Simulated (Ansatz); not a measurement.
Runs of Ansatz 0.2.0 on HfO2. Symmetry: Fm-3m, No. 225, cubic system. Conventional cell: a = 5.115 Å, b = 5.115 Å, c = 5.115 Å, α = 90.00°, β = 90.00°, γ = 90.00°. Hf (site symmetry m-3m) is surrounded by 8 O at 2.21 Å. O (site symmetry -43m) has 4 Hf at 2.21 Å as nearest neighbours. Measurements of this composition are mostly on another form, of space group No. 14.

```tsv
task	level	cell	k mesh	cutoff (eV)	points for each segment of the path	mesh quality	gap on the mesh (eV)	pressure (GPa)	V0 of scaled cells (Å³/atom)	B0 (GPa)
equation of state	r2SCAN	as given	9 × 9 × 9	500	-	not flagged	-	-	(a)	271
equation of state	PBE	as given	9 × 9 × 9	420	-	not flagged	-	-	11.04	245
band structure	PBE	as given	9 × 9 × 9	420	14	not flagged	3.83	(b)	-	-
relaxation of cell and atoms	PBE0	relaxed	4 × 4 × 4	420	-	coarse	6.16	0.0	-	-
```

Alike in all rows: potentials or basis Ansatz PAW; no spin polarisation; smearing fermi-dirac 0.05 eV.

Question: Fill in the values left out.

Answer: (a) 10.79; (b) -2.5.

Caveats: some runs use coarse meshes; spin-orbit coupling is left out, which moves the levels of the heavy elements (some runs); the PAW data sets were made with another functional, which shifts forces and pressure a little (some runs); the k mesh misses the band edges, so the gap on the mesh is wider than the one along the path (some runs); the plane-wave basis is chosen anew once the cell has moved, so the energies of steps on either side of that aren't comparable (some runs); the PAW data sets come from PBE, with cores solved anew for the run's functional, which leaves a small shift of forces and pressure (some runs).

A k mesh can miss the band edges, and the runs leave out spin-orbit coupling on Hf.
